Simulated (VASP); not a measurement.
# Zn (Fm-3m) in VASP: a series of runs

The runs below take Zn through relaxation of cell and atoms, with SCAN+D3(BJ), SCAN+D4, SCAN+rVV10.

Everything below comes from runs of VASP 6.6.1. Logs are shortened: lines on timing, memory, paths and dates and some standing lists are left out, and cuts for length are marked.

### 1 The crystal as given

It takes space group Fm-3m (No. 225, cubic). Conventional cell: a = 3.930 Å, b = 3.930 Å, c = 3.930 Å, α = 90.00°, β = 90.00°, γ = 90.00°. Zn (site symmetry m-3m) is surrounded by 12 Zn at 2.78 Å.

This isn't the form of Zn at room conditions, which is hcp.

### 2 Relaxation of cell and atoms, SCAN+D3(BJ)

File INCAR:

```
PREC = Accurate
ENCUT = 600
EDIFF = 1E-6
ISMEAR = -1
SIGMA = 0.05
LREAL = False
LASPH = True
NELM = 100
ALGO = Normal
ISIF = 3
LWAVE = False
LCHARG = False
METAGGA = SCAN
LMIXTAU = True
IVDW = 12
IBRION = 2
NSW = 60
EDIFFG = -0.005
```

File KPOINTS:

```
Automatic mesh
0
Gamma
  12 12 12
```

File POSCAR:

```
Zn
1.0
    0.0000000000      1.9647760000      1.9647760000
    1.9647760000      0.0000000000      1.9647760000
    1.9647760000      1.9647760000      0.0000000000
Zn
1
Direct
    0.0000000000      0.0000000000      0.0000000000
```

Potentials or basis: VASP PAW PBE potentials, release 64 (Zn).

On the command line:

```console
> cat potpaw_PBE.64/Zn/POTCAR > POTCAR
> mpirun -np 1 vasp_std > vasp.out
```

OUTCAR:

```text
PREC = Accurate
   ENCUT = 600
   EDIFF = 1E-6
   ISMEAR = -1
   LREAL = False
   LASPH = True
   NELM = 100
   ISIF = 3
   METAGGA = SCAN
   IVDW = 12
   IBRION = 2
   NSW = 60
   EDIFFG = -0.005
 IVDW          = 12

 ion  position               nearest neighbor table
   1  0.000  0.000  0.000-

  LATTYP: Found a face centered cubic cell.
 ALAT       =     3.9295520000

  Lattice vectors:

 A1 = (   0.0000000000,   1.9647760000,   1.9647760000)
 A2 = (   1.9647760000,   0.0000000000,   1.9647760000)
 A3 = (   1.9647760000,   1.9647760000,   0.0000000000)

Analysis of symmetry for initial positions (statically):
=====================================================================
 Subroutine PRICEL returns:
 Original cell was already a primitive cell.

 Routine SETGRP: Setting up the symmetry group for a
 face centered cubic supercell.

 Subroutine GETGRP returns: Found 48 space group operations
 (whereof 48 operations were pure point group operations)
 out of a pool of 48 trial point group operations.

The static configuration has the point symmetry O_h .

Analysis of symmetry for dynamics (positions and initial velocities):
=====================================================================
 Subroutine PRICEL returns:
 Original cell was already a primitive cell.

 Routine SETGRP: Setting up the symmetry group for a
 face centered cubic supercell.

 Subroutine GETGRP returns: Found 48 space group operations
 (whereof 48 operations were pure point group operations)
 out of a pool of 48 trial point group operations.

The dynamic configuration has the point symmetry O_h .

 Subroutine INISYM returns: Found 48 space group operations
 (whereof 48 operations are pure point group operations),
 and found     1 'primitive' translations

----------------------------------------------------------------------------------------

                                     Primitive cell

  volume of cell :      15.1694

  direct lattice vectors                    reciprocal lattice vectors
     0.000000000  1.964776000  1.964776000    -0.254481936  0.254481936  0.254481936
     1.964776000  0.000000000  1.964776000     0.254481936 -0.254481936  0.254481936
     1.964776000  1.964776000  0.000000000     0.254481936  0.254481936 -0.254481936

  length of vectors
     2.778612866  2.778612866  2.778612866     0.440775643  0.440775643  0.440775643

  position of ions in fractional coordinates (direct lattice)
     0.000000000  0.000000000  0.000000000

  ion indices of the primitive-cell ions
   primitive index   ion index
[... 67 lines left out ...]
   ISPIN  =      1    spin polarized calculation?
   LNONCOLLINEAR =      F non collinear calculations
   LSORBIT =      F    spin-orbit coupling
   LASPH  =      T    aspherical Exc in radial PAW
   ENCUT  =  600.0 eV  44.10 Ry    6.64 a.u.   5.55  5.55  5.55*2*pi/ulx,y,z
   NELM   =    100;   NELMIN=  2; NELMDL= -5     # of ELM steps
   EDIFF  = 0.1E-05   stopping-criterion for ELM
   LREAL  =      F    real-space projection
   EDIFFG = -.5E-02   stopping-criterion for IOM
   NSW    =     60    number of steps for IOM
   IBRION =      2    ionic relax: 0-MD 1-quasi-New 2-CG
   NFREE  =      1    steps in history (QN), initial steepest desc. (CG)
   ISIF   =      3    stress and relaxation
   ISYM   =      2    0-nonsym 1-usesym 2-fastsym
   POTIM  = 0.5000    time-step for ionic-motion
   TEBEG  =    0.0;   TEEND  =   0.0 temperature during run
   PSTRESS=    0.0 pullay stress
   NELECT =      12.0000    total number of electrons
   NUPDOWN=      -1.0000    fix difference up-down
   EMIN   =  10.00;   EMAX   =-10.00  energy-range for DOS
   EFERMI =   0.00;   METHOD = LEGACY
   ISMEAR =    -1;   SIGMA  =   0.05  broadening in eV -4-tet -1-fermi 0-gaus
   EFERMI_NEDOS =   21; number of points for ismear=-14 and -15
   IALGO  =     38    algorithm
   IMIX   =      4    mixing-type and parameters
     AMIX     =   0.40;   BMIX     =  1.00
     AMIX_MAG =   1.60;   BMIX_MAG =  1.00
  volume/ion in A,a.u.               =      15.17       102.37
  Fermi-wavevector in a.u.,A,eV,Ry     =   1.514069  2.861175 31.190044  2.292404
  Thomas-Fermi vector in A             =   2.623775
   LORBIT       =      0    0 simple, 1 ext, 2 COOP (PROOUT), +10 PAW based schemes
   METAGGA = SCAN    functional components
   LHFCALC =     F    Hartree Fock is set to
   AEXX    =    0.0000 exact exchange contribution
   IVDW    =    12    specifies the selected vdW correction
   LEPSILON=     F    determine dielectric tensor
   LRPA    =     F    only Hartree local field effects (RPA)
 conjugate gradient relaxation of ions
 non-spin polarized calculation
  energy-cutoff  :      600.00
  volume of cell :       15.17
 maximum number of plane-waves:       532
 NGX is ok and might be reduce to    24
   NGX = 11   NGY = 11   NGZ = 11

--------------------------------------- Ionic step        1  -------------------------------------------

 number of electron      12.0000008 magnetization

 Free energy of the ion-electron system (eV)
  ---------------------------------------------------
  ext. energy  EPLUGINS =         0.00000000
  ---------------------------------------------------
  free energy    TOTEN  =       -13.40953220 eV

  energy without entropy =      -13.40683144  energy(sigma->0) =      -13.40818182

------------------------ aborting loop because EDIFF is reached ----------------------------------------

 Edisp (eV)   -0.12557

 E6    (eV) :    -0.1256
[... 114 lines left out ...]
--------------------------------------- Ionic step        4  -------------------------------------------

 number of electron      11.9999993 magnetization

 Free energy of the ion-electron system (eV)
  ---------------------------------------------------
  ext. energy  EPLUGINS =         0.00000000
  ---------------------------------------------------
  free energy    TOTEN  =       -13.44215992 eV

  energy without entropy =      -13.44048543  energy(sigma->0) =      -13.44132268

 E-fermi :   3.4746     XC(G=0): -13.4502

 val. band max:        3.4589265147   @ k =  -0.4167   0.2500   0.0000
 cond. band min:       3.6251741239   @ k =  -0.4167   0.0833   0.0000
 fundamental gap:      0.1662476092
 Fermi energy:         3.4746362584

 k-point     1 :       0.0000    0.0000    0.0000
  band No.  band energies     occupation
      1      -8.2308      2.00000
      2      -4.6397      2.00000
      3      -4.6397      2.00000
      4      -4.6397      2.00000
      5      -4.1795      2.00000
      6      -4.1795      2.00000
      7      24.0144      0.00000
      8      24.3817      0.00000
      9      24.3821      0.00000
     10      24.3821      0.00000
[... 287 lines left out ...]
 k-point    24 :      -0.4167    0.1667    0.0000
  band No.  band energies     occupation
      1      -5.3334      2.00000
      2      -4.7656      2.00000
      3      -4.4783      2.00000
      4      -4.2687      2.00000
      5      -3.8877      2.00000
      6       0.8103      2.00000
      7       3.2466      1.97931
      8      14.0754      0.00000
      9      18.2679      0.00000
     10      20.5809      0.00000

 [... further k-points ...]

------------------------ aborting loop because EDIFF is reached ----------------------------------------

 Edisp (eV)   -0.13812

 E6    (eV) :    -0.1381
[... 26 lines left out ...]
  FREE ENERGIE OF THE ION-ELECTRON SYSTEM (eV)
  ---------------------------------------------------
  free  energy   TOTEN  =       -13.5802825017 eV

  energy  without entropy=      -13.5786080077  energy(sigma->0) =      -13.57944525

 reached required accuracy - stopping structural energy minimisation
```

OSZICAR:

```text
N       E                     dE             d eps       ncg     rms          rms(c)
DAV:   1     0.248595100174E+02    0.24860E+02   -0.77464E+03  1440   0.213E+03
DAV:   2    -0.139886073888E+02   -0.38848E+02   -0.37098E+02  1450   0.223E+02
[... 58 lines left out ...]
DAV:   4    -0.134448612167E+02   -0.24687E-02   -0.21025E-02  1446   0.183E+00    0.491E-02
DAV:   5    -0.134421942430E+02    0.26670E-02   -0.14375E-02  1446   0.151E+00    0.134E-02
DAV:   6    -0.134421745254E+02    0.19718E-04   -0.14739E-04  1456   0.204E-01    0.932E-03
DAV:   7    -0.134421823431E+02   -0.78177E-05   -0.22544E-05  1456   0.937E-02    0.332E-03
DAV:   8    -0.134421608004E+02    0.21543E-04   -0.70032E-05  1442   0.135E-01    0.111E-03
DAV:   9    -0.134421599224E+02    0.87805E-06   -0.11116E-06  1450   0.201E-02
   4 F= -.13580283E+02 E0= -.13579445E+02  d E =-.451817E-01
```

CONTCAR:

```text
Zn
   1.00000000000000
    -0.0000000000000000    1.9043087674211232    1.9043087674211234
     1.9043087674211232   -0.0000000000000000    1.9043087674211234
     1.9043087674211232    1.9043087674211232   -0.0000000000000000
  Zn
     1
Direct
     0.0000000000000000    0.0000000000000000    0.0000000000000000

  0.00000000E+00  0.00000000E+00  0.00000000E+00
```

Wall time 4 min (1 thread of Intel Xeon Platinum 8259CL at 2.50GHz (Skylake/Cascade Lake), shared host); peak memory 0.16 GiB.

Results:

- Free energy: -13.5803 eV
- Relaxed volume: 13.81 Å³/atom
- Relaxed cell: a = 2.693 Å, b = 2.693 Å, c = 2.693 Å, α = 60.00°, β = 60.00°, γ = 60.00°
- Space group after relaxing (to 0.05 Å): Fm-3m (No. 225)
- Energy gained by relaxing: 45.2 meV/atom
- Ionic steps: 4
- Pressure after relaxing: 0.0 GPa
- Band gap on the k mesh: none (metal or under the smearing width)
- Dispersion energy per atom: -0.138 eV

The path:
```tsv
step	energy change (eV)	largest force (eV/Å)	pressure (GPa)	volume (Å³)
1	0.0000	0.0000	-8.09	15.17
2	-0.0444	0.0000	1.42	13.55
3	-0.0451	0.0000	0.81	13.69
4	-0.0452	0.0000	-0.03	13.81
```

Final structure:
```
Zn
1.0
     0.00000    1.90431    1.90431
     1.90431    0.00000    1.90431
     1.90431    1.90431    0.00000
Zn
1
Direct
  0.00000 0.00000 0.00000
```

Levels at points of the mesh, in eV from the Fermi level:
```tsv
k point	band 4	band 5	band 6	band 7	band 8	band 9
(0.00, 0.00, 0.00)	-8.11	-7.65	-7.65	20.54	20.91	20.91
(0.50, 0.00, 0.00)	-7.31	-7.31	-3.56	-1.17	17.45	17.45
(0.50, 0.50, 0.00)	-7.22	-7.22	-1.43	2.36	9.50	9.50
```

Caveat: the PAW data sets were made with another functional, which shifts forces and pressure a little; pairwise dispersion overbinds metals, which lowers pressure and volume.

### 3 Relaxation of cell and atoms, SCAN+D4

Changes to INCAR since step 2:

```diff
@@ -14,3 +14,3 @@
 LMIXTAU = True
-IVDW = 12
+IVDW = 13
 IBRION = 2
```

KPOINTS is that of step 2.

POSCAR is that of step 2.

Potentials or basis: VASP PAW PBE potentials, release 64 (Zn).

On the command line:

```console
> cat potpaw_PBE.64/Zn/POTCAR > POTCAR
> mpirun -np 1 vasp_std > vasp.out
```

Wall time 5.6 min (1 thread of Intel Xeon Platinum 8259CL at 2.50GHz (Skylake/Cascade Lake), shared host); peak memory 0.16 GiB.

It converged, with:

- Free energy: -13.5448 eV
- Relaxed volume: 13.87 Å³/atom
- Relaxed cell: a = 2.697 Å, b = 2.697 Å, c = 2.697 Å, α = 60.00°, β = 60.00°, γ = 60.00°
- Space group after relaxing (to 0.05 Å): Fm-3m (No. 225)
- Energy gained by relaxing: 41.1 meV/atom
- Ionic steps: 8
- Pressure after relaxing: 0.0 GPa
- Band gap on the k mesh: none (metal or under the smearing width)
- Dispersion energy per atom: -0.102 eV

Step by step:
| step | energy change (eV) | largest force (eV/Å) | pressure (GPa) | volume (Å³) |
| --- | --- | --- | --- | --- |
| 1 | 0.0000 | 0.0000 | -7.66 | 15.17 |
| 2 | -0.0402 | 0.0000 | 1.58 | 13.63 |
| 3 | -0.0410 | 0.0000 | 0.73 | 13.78 |
| 4 | -0.0410 | 0.0000 | -0.24 | 13.89 |
| 5 | -0.0411 | 0.0000 | 0.09 | 13.86 |
| 6 | -0.0411 | 0.0000 | -0.09 | 13.88 |
| 7 | -0.0411 | 0.0000 | -0.07 | 13.87 |
| 8 | -0.0411 | 0.0000 | -0.04 | 13.87 |

Final structure:
```
CELL_PARAMETERS angstrom
0.00000 1.90691 1.90691
1.90691 0.00000 1.90691
1.90691 1.90691 0.00000
ATOMIC_POSITIONS crystal
Zn 0.00000 0.00000 0.00000
```

Levels at points of the mesh, in eV from the Fermi level:
| k point | band 3 | band 4 | band 5 | band 6 | band 7 | band 8 | band 9 | band 10 |
| --- | --- | --- | --- | --- | --- | --- | --- | --- |
| (0.00, 0.00, 0.00) | -8.10 | -8.10 | -7.64 | -7.64 | 20.52 | 20.85 | 20.85 | 20.85 |
| (0.50, 0.00, 0.00) | -8.11 | -7.30 | -7.30 | -3.54 | -1.17 | 17.40 | 17.40 | 19.13 |
| (0.50, 0.50, 0.00) | -7.32 | -7.21 | -7.21 | -1.41 | 2.35 | 9.48 | 9.48 | 12.93 |

Caveat: the PAW data sets were made with another functional, which shifts forces and pressure a little; pairwise dispersion overbinds metals, which lowers pressure and volume.

### 4 Relaxation of cell and atoms, SCAN+rVV10

Changes to INCAR since step 3:

```diff
@@ -14,3 +14,6 @@
 LMIXTAU = True
-IVDW = 13
+LUSE_VDW = True
+IVDW_NL = 2
+BPARAM = 15.7
+CPARAM = 0.0093
 IBRION = 2
```

KPOINTS is that of step 3.

POSCAR is that of step 3.

Potentials or basis: VASP PAW PBE potentials, release 64 (Zn).

On the command line:

```console
> cat potpaw_PBE.64/Zn/POTCAR > POTCAR
> mpirun -np 1 vasp_std > vasp.out
```

OUTCAR:

```text
PREC = Accurate
   ENCUT = 600
   EDIFF = 1E-6
   ISMEAR = -1
   LREAL = False
   LASPH = True
   NELM = 100
   ISIF = 3
   METAGGA = SCAN
   IVDW_NL = 2
   BPARAM = 15.7
   IBRION = 2
   NSW = 60
   EDIFFG = -0.005

 ion  position               nearest neighbor table
   1  0.000  0.000  0.000-

  LATTYP: Found a face centered cubic cell.
 ALAT       =     3.9295520000

  Lattice vectors:

 A1 = (   0.0000000000,   1.9647760000,   1.9647760000)
 A2 = (   1.9647760000,   0.0000000000,   1.9647760000)
 A3 = (   1.9647760000,   1.9647760000,   0.0000000000)

Analysis of symmetry for initial positions (statically):
=====================================================================
 Subroutine PRICEL returns:
 Original cell was already a primitive cell.

 Routine SETGRP: Setting up the symmetry group for a
 face centered cubic supercell.

 Subroutine GETGRP returns: Found 48 space group operations
 (whereof 48 operations were pure point group operations)
 out of a pool of 48 trial point group operations.

The static configuration has the point symmetry O_h .

Analysis of symmetry for dynamics (positions and initial velocities):
=====================================================================
 Subroutine PRICEL returns:
 Original cell was already a primitive cell.

 Routine SETGRP: Setting up the symmetry group for a
[... 400 lines left out ...]

 number of electron      11.9999992 magnetization

 Free energy of the ion-electron system (eV)
  ---------------------------------------------------
  ext. energy  EPLUGINS =         0.00000000
  ---------------------------------------------------
  free energy    TOTEN  =       -13.22024390 eV

  energy without entropy =      -13.21852367  energy(sigma->0) =      -13.21938379

 E-fermi :   3.4113     XC(G=0): -13.4299

 val. band max:        3.3938279777   @ k =  -0.4167   0.2500   0.0000
 cond. band min:       3.5615198385   @ k =  -0.4167   0.0833   0.0000
 fundamental gap:      0.1676918608
 Fermi energy:         3.4113133653

 k-point     1 :       0.0000    0.0000    0.0000
  band No.  band energies     occupation
      1      -8.2416      2.00000
      2      -4.6645      2.00000
      3      -4.6645      2.00000
      4      -4.6645      2.00000
      5      -4.2074      2.00000
      6      -4.2074      2.00000
      7      23.9168      0.00000
      8      24.2407      0.00000
      9      24.2412      0.00000
     10      24.2412      0.00000
[... 287 lines left out ...]
 k-point    24 :      -0.4167    0.1667    0.0000
  band No.  band energies     occupation
      1      -5.3524      2.00000
      2      -4.7883      2.00000
      3      -4.5037      2.00000
      4      -4.2957      2.00000
      5      -3.9187      2.00000
      6       0.7668      2.00000
      7       3.1834      1.97927
      8      13.9786      0.00000
      9      18.1547      0.00000
     10      20.4708      0.00000

 [... further k-points ...]

------------------------ aborting loop because EDIFF is reached ----------------------------------------

  FORCE on cell =-STRESS in cart. coord.  units (eV):
  Direction    XX          YY          ZZ          XY          YZ          ZX
  --------------------------------------------------------------------------------------
  -------------------------------------------------------------------------------------
  Total       -0.0038521     -0.0038521     -0.0038521     -0.0000000      0.0000000     -0.0000000
  in kB       -0.4444300     -0.4444300     -0.4444300     -0.0000000      0.0000000     -0.0000000
  external PRESSURE =      -0.4444300 kB  Pullay stress =       0.0000000 kB
[... 16 lines left out ...]
  FREE ENERGIE OF THE ION-ELECTRON SYSTEM (eV)
  ---------------------------------------------------
  free  energy   TOTEN  =       -13.2202439026 eV

  energy  without entropy=      -13.2185236725  energy(sigma->0) =      -13.21938379

 reached required accuracy - stopping structural energy minimisation
```

CONTCAR:

```text
Zn
   1.00000000000000
     0.0000000000000000    1.9077718694570946    1.9077718694570946
     1.9077718694570946   -0.0000000000000000    1.9077718694570946
     1.9077718694570946    1.9077718694570946   -0.0000000000000000
  Zn
     1
Direct
     0.0000000000000000    0.0000000000000000    0.0000000000000000

  0.00000000E+00  0.00000000E+00  0.00000000E+00
```

Wall time 9.8 min (1 thread of Intel Xeon Platinum 8259CL at 2.50GHz (Skylake/Cascade Lake), shared host); peak memory 0.23 GiB.

What came out:

- Free energy: -13.2202 eV
- Relaxed volume: 13.89 Å³/atom
- Relaxed cell: a = 2.698 Å, b = 2.698 Å, c = 2.698 Å, α = 60.00°, β = 60.00°, γ = 60.00°
- Space group after relaxing (to 0.05 Å): Fm-3m (No. 225)
- Energy gained by relaxing: 39.8 meV/atom
- Ionic steps: 8
- Pressure after relaxing: 0.0 GPa
- Band gap on the k mesh: none (metal or under the smearing width)

The path:
```tsv
step	energy change (eV)	largest force (eV/Å)	pressure (GPa)	volume (Å³)
1	0.0000	0.0000	-7.59	15.17
2	-0.0388	0.0000	1.75	13.65
3	-0.0398	0.0000	0.71	13.81
4	-0.0397	0.0000	-0.29	13.91
5	-0.0398	0.0000	0.09	13.88
6	-0.0398	0.0000	-0.10	13.90
7	-0.0398	0.0000	-0.08	13.89
8	-0.0398	0.0000	-0.04	13.89
```

Final structure:
```yaml
crystal:
  lattice:
    - [0.00000, 1.90777, 1.90777]
    - [1.90777, 0.00000, 1.90777]
    - [1.90777, 1.90777, 0.00000]
  atoms:
    - { symbol: Zn, position: [0.00000, 0.00000, 0.00000] }
```

Caveat: the PAW data sets were made with another functional, which shifts forces and pressure a little; pairwise dispersion overbinds metals, which lowers pressure and volume.

### 5 Overview

```csv
level,gap on the mesh (eV),pressure (GPa),relaxed volume (Å³/atom)
SCAN+D3(BJ),none,0.0,13.81
SCAN+D4,none,0.0,13.87
SCAN+rVV10,none,0.0,13.89
```

Alike in all rows: task relaxation of cell and atoms; potentials or basis VASP PAW PBE potentials, release 64 (Zn); no spin polarisation; cell relaxed; k mesh 12 × 12 × 12; cutoff (eV) 600; smearing fermi-dirac 0.05 eV.

Caveats: the PAW data sets were made with another functional, which shifts forces and pressure a little; pairwise dispersion overbinds metals, which lowers pressure and volume.

Total energies depend on the potentials used, so only differences within one code and one set of settings carry meaning.
